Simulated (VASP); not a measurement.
Write the native input for VASP 6.6.1 that does the following.

| Item | Value |
| --- | --- |
| Task | relaxation of cell and atoms |
| Functional | r2SCAN |
| Potentials or basis | VASP PAW PBE potentials, release 64 (C) |
| Cutoff | 600 eV |
| k mesh | 14 × 14 × 14 |
| Occupations | gaussian, width 0.03 eV |
| Spin | no spin polarisation |
| Further INCAR settings | ALGO = Normal; EDIFF = 1e-07; IBRION = 2; EDIFFG = -0.005; NSW = 90; ISIF = 3 |

The structure of C lies in POSCAR:

```
C                                       
1.0
   -0.0000000000      1.7805652936      1.7805652936
    1.7805652936     -0.0000000000      1.7805652936
    1.7805652936      1.7805652936      0.0000000000
  C             
     2
Direct
     0.0000000000000000    0.0000000000000000    0.0000000000000000
     0.2500000000000000    0.2500000000000000    0.2500000000000000
```

This isn't the form of C at room conditions, which is graphite.

The input as run:

INCAR

```
SYSTEM = C
PREC = Accurate
ENCUT = 600
EDIFF = 1E-7
ISMEAR = 0
SIGMA = 0.03
LREAL = .FALSE.
LASPH = .TRUE.
NELM = 80
ALGO = Normal
ISIF = 3
LWAVE = .FALSE.
LCHARG = .FALSE.
METAGGA = R2SCAN
LMIXTAU = .TRUE.
IBRION = 2
NSW = 90
EDIFFG = -0.005
```

KPOINTS

```
Automatic mesh
0
G
  14 14 14
  0 0 0
```

Potentials or basis: VASP PAW PBE potentials, release 64 (C).

Command:

```sh
$ cat potpaw_PBE.64/C/POTCAR > POTCAR
$ mpirun -np 1 vasp_std > vasp.out
```

Results of the run:

The pressure after relaxing is 0.0 GPa. The band gap on the k mesh is 4.33 eV, indirect (least direct gap 5.85 eV).

Caveat: the relaxation stopped at its first step, so nothing moved; the PAW data sets were made with another functional, which shifts forces and pressure a little.

Run time: 46 s on 1 thread of Intel(R) Xeon(R) Platinum 8259CL CPU @ 2.50GHz (Skylake/Cascade Lake) (shared host), peak memory 0.12 GiB.
